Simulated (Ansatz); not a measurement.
# Zn: the cost of one run

Program: Ansatz 0.2.0. Level of theory: DFT PBE, scalar-relativistic, plane waves, PAW. These are calculated values, not measurements.

The COD entry's cell or inner coordinates are ideal or old and differ from later refinements, so a difference from it is no clean test against experiment.

1 further run of the same task is left out (set aside as unsound or not needed).

## Step 1: Starting point

Symmetry: P6_3/mmc, No. 194, hexagonal system. Conventional cell: a = 2.633 Å, b = 2.633 Å, c = 5.108 Å, α = 90.00°, β = 90.00°, γ = 120.00°. Around Zn (site symmetry -6m2) lie 12 Zn at 2.63 to 2.97 Å.

As a file:

```
Zn
1.0
     2.63332    0.00000    0.00000
    -1.31666    2.28052    0.00000
     0.00000    0.00000    5.10824
Zn
2
Cartesian
  0.0000 1.5203 1.2771
  1.3167 0.7602 3.8312
```

This cell was relaxed beforehand with the same method: volume 15.34 Å³/atom, gap on the mesh none (metal).

## Step 2: Static run: bands, density of states and charges

File input.yaml:

```yaml
crystal:
  lattice:
    - [2.6333228736, 0.0, 0.0]
    - [-1.3166614368, 2.2805245049, 0.0]
    - [0.0, 0.0, 5.1082439795]
  atoms:
    - { symbol: Zn, position: [0.3333333333, 0.6666666667, 0.25] }
    - { symbol: Zn, position: [0.6666666667, 0.3333333333, 0.75] }
basis:
  ecutwfc: 420
kpoints:
  mp_grid: { grid: [18, 18, 8] }
  band_path:
    path:
      - [[0.0, 0.0, 0.0], [0.5, 0.0, 0.0], [0.33333333, 0.33333333, 0.0], [0.0, 0.0, 0.0], [0.0, 0.0, 0.5], [0.5, 0.0, 0.5], [0.33333333, 0.33333333, 0.5], [0.0, 0.0, 0.5]]
      - [[0.5, 0.0, 0.5], [0.5, 0.0, 0.0]]
      - [[0.33333333, 0.33333333, 0.5], [0.33333333, 0.33333333, 0.0]]
    npoints: 14
hamiltonian:
  xc: pbe
scf:
  occupations: { method: gaussian, width: 0.1 }
  n_extra_bands: 6
output:
  forces: true
  stress: true
  eigenvalues: true
  populations: true
  dos: { projected: true, de: 0.02, nscf_kmesh: { grid: [27, 27, 12] } }
  bader: true
  write_density: true
  write_potential: true
  elf: true
  volumetric_format: npy
```

Launch:

```bash
ansatz run input.yaml --threads 1 --pin off --max-ram 2560MiB --backend cpu --events-out ev --progress --plain --runs-dir out
```

What time and memory should one allow on 1 thread of Intel Xeon at 2.50GHz (Skylake/Cascade Lake), shared host?

About 61 s, with a peak of 0.44 GiB.
